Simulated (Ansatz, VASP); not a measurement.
## Ge in VASP and in Ansatz

Contents of INCAR:

```
SYSTEM = Ge
PREC = Accurate
ENCUT = 520
EDIFF = 1E-6
ISMEAR = 0
SIGMA = 0.1
LREAL = .False.
LASPH = .True.
NELM = 80
ALGO = Normal
ISIF = 2
LWAVE = .False.
LCHARG = .False.
GGA = PE
NBANDS = 36
```

KPOINTS

```
regular mesh
0
Gamma
  4 4 4
  0 0 0
```

POSCAR

```
Ge
1.0
    4.1231615800     -3.0125194900      0.0000000000
    4.1231615800      3.0125194900      0.0000000000
    0.0000000000      0.0000000000      3.8222471700
Ge
4
Direct
    0.4270780200      0.1168776000      0.2500000000
    0.5729219800      0.8831224000      0.7500000000
    0.8831224000      0.5729219800      0.2500000000
    0.1168776000      0.4270780200      0.7500000000
```

Input for Ansatz:

```yaml
crystal:
  lattice:
    - [4.12316158, -3.01251949, 0.0]
    - [4.12316158, 3.01251949, 0.0]
    - [0.0, 0.0, 3.82224717]
  atoms:
    - { symbol: Ge, position: [0.42707802, 0.1168776, 0.25] }
    - { symbol: Ge, position: [0.57292198, 0.8831224, 0.75] }
    - { symbol: Ge, position: [0.8831224, 0.57292198, 0.25] }
    - { symbol: Ge, position: [0.1168776, 0.42707802, 0.75] }
basis:
  ecutwfc: 420
kpoints:
  mp_grid: { grid: [4, 4, 4] }
hamiltonian:
  xc: pbe
scf:
  occupations: { method: gaussian, width: 0.1 }
  lower_state_search: "off"
output:
  forces: true
  stress: true
  eigenvalues: true
```

Alike in both runs: task single point; functional PBE; k mesh 4 × 4 × 4; occupations gaussian, width 0.1 eV; no spin polarisation.

|  | VASP | Ansatz |
| --- | --- | --- |
| version | VASP 6.6.1 | Ansatz 0.2.0 |
| potentials or method | VASP PAW PBE potentials, release 64 (Ge_d) | scalar-relativistic, plane waves, PAW |
| plane-wave cutoff (eV) | 520 | 420 |
| valence electrons in the cell | 56 | 56 |

Ansatz gave:

| Property | Result |
| --- | --- |
| gap on the k mesh at the Fermi level (eV) | none |
| pressure (GPa) | 15.1 |
| largest component of the traceless stress (GPa) | 16.25 |
| rms of the force components (eV/Å) | 1.210 |

Q: Which values does VASP return?

A: gap on the k mesh at the Fermi level (eV): none; pressure (GPa): 15.1; largest component of the traceless stress (GPa): 16.25; rms of the force components (eV/Å): 1.202.

Atom by atom the forces differ by 0.008 eV/Å (rms over components). A gap of «none» marks a metal or a gap that the smearing closes. The functional is the same, so the differences come from potentials, cutoffs and numerics.

Caveats: the k mesh is coarse (spacing up to 0.41 Å⁻¹), so the values aren't converged; so large a pressure means that the cell lies far from this level's equilibrium, or that cutoff or potentials fall short (VASP); forces of over 1 eV/Å show positions far from the minimum, so gaps and moduli don't describe the material at rest.
